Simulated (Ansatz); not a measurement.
Here is an Ansatz input file for TaC, space group Fm-3m. Write the same calculation for the Python package.

```yaml
crystal:
  lattice:
    - [0.0, 2.223, 2.223]
    - [2.223, 0.0, 2.223]
    - [2.223, 2.223, 0.0]
  atoms:
    - { symbol: Ta, position: [0.0, 0.0, 0.0] }
    - { symbol: C, position: [0.5, 0.5, 0.5] }
accuracy: high
basis:
  ecutwfc: 530.0
  ecutrho_ratio: 4
kpoints:
  mp_grid:
    grid: [9, 9, 9]
    shift: [0.0, 0.0, 0.0]
  band_path:
    path:
      - [0.375, 0.375, 0.75]
      - [0.0, 0.0, 0.0]
      - [0.5, 0.5, 0.5]
      - [0.5, 0.25, 0.75]
      - [0.5, 0.0, 0.5]
    npoints: 6
hamiltonian:
  xc: pbe
  dispersion: d3bj
  pseudopotentials:
    kind: paw
scf:
  n_extra_bands: 10
  lower_state_search: light
  occupations:
    method: tetrahedron
output:
  write_density: true
```

`bands_tac.py`
```python
# -*- coding: utf-8 -*-
"""Band structure of TaC."""

import warnings

import ansatz as az
import numpy as np
from pymatgen.core import Structure
from scipy.ndimage import map_coordinates

warnings.simplefilter("ignore", az.DeckWarning)

lattice = az.Lattice.of(
    [0.0, 2.223, 2.223],
    [2.223, 0.0, 2.223],
    [2.223, 2.223, 0.0],
)
sites = [
    ("Ta", [0.0, 0.0, 0.0]),
    ("C", [0.5, 0.5, 0.5]),
]
xtal = az.Crystal(lattice=lattice)
for symbol, position in sites:
    xtal = xtal.atom(symbol, position)

# high-symmetry points in fractions of the reciprocal vectors
path = [
    ("K", (0.375, 0.375, 0.75)),
    ("G", (0.0, 0.0, 0.0)),
    ("L", (0.5, 0.5, 0.5)),
    ("W", (0.5, 0.25, 0.75)),
    ("X", (0.5, 0.0, 0.5)),
]
model = xtal.calculation()
model = model.pseudopotentials("paw")
model = model.accuracy("high")
model = model.basis(530, density_ratio=4).occupations("tetrahedron")
model = model.kpoints(9, 9, 9, center="monkhorst-pack")
model = model.functional("pbe", dispersion="D3(BJ)").scf(lower_state_search="light")
model = model.band_structure([point for _, point in path], intervals=6).scf(extra_bands=10)
model = model.density()
outcome = model.run(threads=1)
summary = outcome.report

print("%-22s %14.5f eV" % ("F = E - TS", summary["free_energy_ev"]))
print("%-22s %14.5f eV" % ("E", summary["internal_energy_ev"]))
print("%-22s %14.5f eV" % ("Harris-Foulkes", summary["harris_foulkes_ev"]))
print("%-22s %14.5f eV" % ("Fermi level", summary["fermi_energy_ev"]))

final = Structure(outcome.lattice.cell_ang, [s.symbol for s in outcome.lattice.sites], [s.position_frac for s in outcome.lattice.sites])
# the grid holds the pseudo-density, which differs from the true one inside the cores
rho = outcome.density()
total = sum(channel.density_e_per_ang3 for channel in rho.channels[:2])
grid_cell = np.asarray(rho.fft_grid_basis) @ outcome.lattice.cell_ang
partner = min(final.get_neighbors(final[0], 5.0), key=lambda n: n.nn_distance)
line = np.linspace(final[0].coords, partner.coords, 13)
points = (line @ np.linalg.inv(grid_cell)) * rho.dims
values = map_coordinates(total, points.T, order=3, mode="grid-wrap")
print(f"from {final[0].specie} to {partner.specie}, {partner.nn_distance:.3f} A")
for t, value in zip(np.linspace(0, partner.nn_distance, 13), values):
    print(f"{t:7.3f} A  {value:9.4f} e/A^3")

bands = outcome.band_structure()
fermi = bands.fermi_energy_ev
print(f"zero of the bands: {fermi:.3f} eV, the Fermi level found on the SCF mesh")
for spin, channel in enumerate(bands.channels):
    print("channel", spin, "- computed levels within 8 eV of the Fermi level")
    for i, (label, _) in enumerate(path):
        levels = channel.eigenvalues_ev[i * 6] - fermi
        print(f"  {label:3s}", " ".join(f"{e:7.3f}" for e in levels if abs(e) < 8))
```

Running `python bands_tac.py` prints:
```text
F = E - TS               -10185.31256 eV
E                        -10185.31220 eV
Harris-Foulkes           -10185.31256 eV
Fermi level                  20.22308 eV
from Ta to C, 2.223 A
  0.000 A     3.0515 e/A^3
  0.185 A     3.7723 e/A^3
  0.370 A     4.5578 e/A^3
  0.556 A     3.8181 e/A^3
  0.741 A     2.1709 e/A^3
  0.926 A     0.9463 e/A^3
  1.111 A     0.5751 e/A^3
  1.297 A     0.6314 e/A^3
  1.482 A     0.8942 e/A^3
  1.667 A     1.3054 e/A^3
  1.853 A     1.6788 e/A^3
  2.038 A     1.7671 e/A^3
  2.223 A     1.7093 e/A^3
zero of the bands: 20.223 eV, the Fermi level found on the SCF mesh
channel 0 - computed levels within 8 eV of the Fermi level
  K    -5.995  -4.983  -3.927  -0.681   3.129   3.964   6.276   6.353
  G    -1.406  -1.406  -1.406  -0.566  -0.566  -0.566   0.608   0.608   6.545
  L    -5.588  -5.588   2.691   2.691   3.674   5.295
  W    -5.386  -5.084  -5.084   1.558   1.558   4.097   4.972   6.392
  X    -4.700  -4.647  -1.842  -1.842   2.586   4.085   4.085   6.915
```

What to keep in mind:
- The settings weren't tested for convergence.
- Dispersion corrections can be off by several per cent in the lattices of metals, and by several GPa in the pressure at a fixed cell.
- The mesh is modest for a metal, so energies can be off by several to tens of meV an atom and pressures by half a GPa or more; differences at equal mesh fare better.
- The zero of the levels is a convention of the potentials, so an absolute Fermi energy is no work function.
- Of the deposited cell: the entry's cell lengths or inner coordinates differ somewhat from later room-temperature determinations.
- Densities and potentials on the grid are those of the valence electrons, and inside the cores they hang on the potentials used.
- The structure is a deposited one; some such entries were measured under pressure or heat, so a shift against it needn't be the functional's error alone.
- Gaps and levels are Kohn-Sham values on a finite set of k-points, without spin-orbit coupling.
- Run time: 2 s on 1 thread of Intel(R) Xeon(R) Processor @ 2.30GHz (shared host), peak memory 0.5 GiB.

(Lines on the test bed's own set-up are left out of the output.)
